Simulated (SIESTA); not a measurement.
C:

```
C
1.0
     2.52210    0.00000    0.00000
    -1.26105    2.18420    0.00000
     0.00000    0.00000   12.35570
C
12
Direct
  0.66667 0.33333 0.35417
  0.33333 0.66667 0.85417
  0.66667 0.33333 0.14583
  0.33333 0.66667 0.64583
  0.66667 0.33333 0.47917
  0.33333 0.66667 0.97917
  0.66667 0.33333 0.02083
  0.33333 0.66667 0.52083
  0.00000 0.00000 0.81250
  0.00000 0.00000 0.31250
  0.00000 0.00000 0.68750
  0.00000 0.00000 0.18750
```

This is a hexagonal form of diamond, not graphite.

Base run:

* Program: SIESTA 5.4.2
* Functional: vdW-DF-cx
* Potentials or basis: PseudoDojo 0.4 standard (PBE files)
* Basis: DZP (energy shift 0.002 Ry)
* Grid cutoff: 500 Ry
* Energy shift: 0.002 Ry
* k mesh: 12 × 12 × 3
* Occupations: fermi-dirac, width 0.05 eV
* Spin: no spin polarisation

Its results: band gap on the k mesh 4.47 eV, indirect (least direct gap 5.36 eV); pressure 8.1 GPa; largest force 0.335 eV/Å.

Q: The run is repeated on the same cell with these changes: functional from vdW-DF-cx to BLYP. What comes out?

A: Band gap on the k mesh 4.76 eV, indirect (least direct gap 5.52 eV); pressure 24.7 GPa; largest force 0.332 eV/Å.

Caveats: the potentials were made for another functional, which shifts forces and pressure; the basis of atomic orbitals isn't converged, which shifts pressures, moduli and gaps; so large a pressure means that the cell lies far from this level's equilibrium, or that cutoff or potentials fall short (some runs).
